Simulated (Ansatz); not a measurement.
NiO:

```xyz
2
Lattice="0.0000 2.2835 2.2835 2.2835 0.0000 2.2835 2.2835 2.2835 0.0000" Properties=species:S:1:pos:R:3 pbc="T T T"
Ni    0.0000    0.0000    0.0000
O     1.1418    1.1418    1.1418
```

Measurements of this composition are mostly on another form, of space group No. 225.

- Program: Ansatz 0.2.0
- Task: relaxation of cell and atoms
- Functional: HSEsol
- Potentials or basis: Ansatz PAW
- Cutoff: 420 eV (not typed: the program's choice for these potentials)
- k mesh: 5 × 5 × 5
- Occupations: fermi-dirac, width 0.05 eV
- Spin: collinear spin, ferromagnetic start
- Starting moments: [1.0, 0.0] μB

At the start: volume 11.91 Å³/atom.

Q: Where does the relaxation end?

A: It ends after 7 steps and the volume is 10.63 Å³/atom (-10.8 %); space group F-43m (No. 216, to 0.05 Å); moment 2.00 μB per cell.

The path:
```csv
step,energy change (eV),largest force (eV/Å),volume (Å³)
1,0.0000,0.0000,23.82
2,-0.1153,0.0000,22.45
3,-0.1537,0.0000,21.04
4,-0.1543,0.0000,21.29
5,-0.1458,0.0000,21.29
6,-0.1460,0.0000,21.25
7,-0.1460,0.0000,21.25
```

Final structure:
```
Ni O
1.0
     0.00000    2.19858    2.19858
     2.19858    0.00000    2.19858
     2.19858    2.19858    0.00000
Ni O
1 1
Direct
  0.00000 0.00000 0.00000
  0.25000 0.25000 0.25000
```

Caveat: the k mesh is coarse (spacing up to 0.48 Å⁻¹), so the values aren't converged, least of all with exact exchange; the magnetic or orbital state may not be the lowest; the plane-wave basis is chosen anew once the cell has moved, so the energies of steps on either side of that aren't comparable; the pressure holds a Pulay correction of +0.7 GPa for the finite cutoff; a cell with one magnetic atom can't hold antiferromagnetic order, which such compounds often take; the PAW data sets come from PBE, with cores solved anew for the run's functional, which leaves a small shift of forces and pressure.
